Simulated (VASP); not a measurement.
C:

```xyz
12
Lattice="2.5221 0.0000 0.0000 -1.2611 2.1842 0.0000 0.0000 0.0000 12.3557" Properties=species:S:1:pos:R:3 pbc="T T T"
C     1.2611    0.7281    4.3760
C     0.0000    1.4561   10.5539
C     1.2611    0.7281    1.8018
C     0.0000    1.4561    7.9797
C     1.2611    0.7281    5.9205
C     0.0000    1.4561   12.0983
C     1.2611    0.7281    0.2574
C     0.0000    1.4561    6.4352
C     0.0000    0.0000   10.0390
C     0.0000    0.0000    3.8612
C     0.0000    0.0000    8.4945
C     0.0000    0.0000    2.3167
```

This is a hexagonal form of diamond, not graphite.

```yaml
Program: VASP 6.6.1
Task: relaxation of cell and atoms
Functional: LDA
Potentials_or_basis: VASP PAW LDA potentials, release 64 (C)
Cutoff: 600 eV
k_mesh: 10 × 10 × 4
Occupations: gaussian, width 0.02 eV
Spin: no spin polarisation
```

At the start: pressure -12.0 GPa; volume 5.67 Å³/atom.

Q: Where does the relaxation end?

A: Over 8 steps the energy falls by 7.5 meV/atom and the volume is 5.52 Å³/atom (-2.7 %); space group P6_3/mmc (No. 194, to 0.05 Å).

Step by step:
| step | energy change (eV) | largest force (eV/Å) | pressure (GPa) | volume (Å³) |
| --- | --- | --- | --- | --- |
| 1 | 0.0000 | 0.3392 | -12.03 | 68.06 |
| 2 | 0.0530 | 0.4982 | 17.57 | 63.95 |
| 3 | -0.0887 | 0.1212 | 0.16 | 66.21 |
| 4 | -0.0887 | 0.1173 | 0.42 | 66.17 |
| 5 | -0.0879 | 0.1450 | 0.08 | 66.22 |
| 6 | -0.0894 | 0.0401 | 0.28 | 66.19 |
| 7 | -0.0895 | 0.0344 | -0.26 | 66.27 |
| 8 | -0.0895 | 0.0015 | -0.01 | 66.23 |

Final structure:
```yaml
crystal:
  lattice:
    - [2.49356, 0.00000, 0.00000]
    - [-1.24678, 2.15949, 0.00000]
    - [0.00000, 0.00000, 12.30011]
  atoms:
    - { symbol: C, position: [0.66667, 0.33333, 0.35493] }
    - { symbol: C, position: [0.33333, 0.66667, 0.85493] }
    - { symbol: C, position: [0.66667, 0.33333, 0.14507] }
    - { symbol: C, position: [0.33333, 0.66667, 0.64507] }
    - { symbol: C, position: [0.66667, 0.33333, 0.47923] }
    - { symbol: C, position: [0.33333, 0.66667, 0.97923] }
    - { symbol: C, position: [0.66667, 0.33333, 0.02077] }
    - { symbol: C, position: [0.33333, 0.66667, 0.52077] }
    - { symbol: C, position: [0.00000, 0.00000, 0.81313] }
    - { symbol: C, position: [0.00000, 0.00000, 0.31313] }
    - { symbol: C, position: [0.00000, 0.00000, 0.68687] }
    - { symbol: C, position: [0.00000, 0.00000, 0.18687] }
```
